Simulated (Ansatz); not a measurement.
Crystal: PbO$_{2}$, fluorite type, 3 atoms in the cell.

The calculation used r²SCAN, plane waves, PAW datasets (earlier set, tuned by hand) in Ansatz.

Cutoff 1050 eV; k-mesh 11×11×11 Γ-centred; Fermi–Dirac smearing of 0.1 eV; no spin polarisation; no spin–orbit coupling.

```
V (Å³/atom)   a (Å)  E − E(min) (meV/atom)  P (GPa)
     12.146  5.2626                   6.88     5.71
     12.542  5.3192                   0.00     0.03
     12.938  5.3746                   5.90    -4.65
     13.334  5.4289                  22.28    -8.48
     13.730  5.4821                  47.23   -11.61
```

Fit a third-order Birch–Murnaghan equation of state to the energies.

V₀ = 12.544 Å³/atom (a₀ = 5.319 Å), B₀ = 163 GPa, B₀′ = 5.26.

The stress includes the program's correction for the finite plane-wave basis.

This cubic structure is a model: it isn't the usual form of the substance at ambient conditions, and such phases are metastable or hypothetical. Spin–orbit coupling is left out, which matters for 6p elements such as Tl, Pb and Bi.
